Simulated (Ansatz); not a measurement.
# Ta under pressure: fit and missing row

Ta, Im-3m, a = 3.305 Å. Ansatz: r2SCAN, PAW, 500 eV, Γ-centred 18×18×18 mesh on 1 atom, Gaussian smearing 0.10 eV; no spin polarisation. Cell and atoms are relaxed at each pressure, and no other structure is tried, so the rows at high pressure may lie past a change of phase.

```tsv
V (Å³/atom)	P (GPa)
?	39.99
16.570	20.00
17.233	10.08
17.618	5.04
17.875	1.93
18.045	-0.02
18.232	-2.06
```

Question: Take V0 = 18.045 Å³/atom, count pressures from its P0 = -0.02 GPa, fit the third-order Birch–Murnaghan form to the other rows, and predict the missing volume.

Answer: With the Eulerian strain f = ½[(V0/V)^(2/3) − 1] and y = (P − P0)/[3f(1 + 2f)^(5/2)], the form is the line y = B0 + 1.5 B0 (B0′ − 4) f. Rows (f, y): 0.02925, 197.9; 0.01559, 200.0; 0.00805, 201.3; 0.00317, 201.8; -0.00342, 202.3. Means f = 0.01053, y = 200.66; Σ(Δf)² = 0.0006310, ΣΔfΔy = -0.08786; the slope is their ratio. y = 202.1 − 139.3 f GPa, so B0 = 202.1 GPa and B0′ = 4 + 2 × (-139.3)/(3 × 202.1) = 3.54. P = 39.99 GPa is met at f = 0.05320 (y = 194.69), so V = V0 (1 + 2f)^(−3/2) = 15.506 Å³/atom. The run gave 15.540 Å³/atom, so the fit is 0.034 Å³/atom too low, 1.3 % of the span of the series, against an rms of 0.0006 Å³/atom on the fitted rows. The row lies outside the fitted range. A fourth-order term fitted to the same rows gives P = 38.81 GPa at this row's volume (the line 39.25, the run 39.99), no gain.

Spin–orbit coupling is left out, which can shift energies with elements as heavy as these.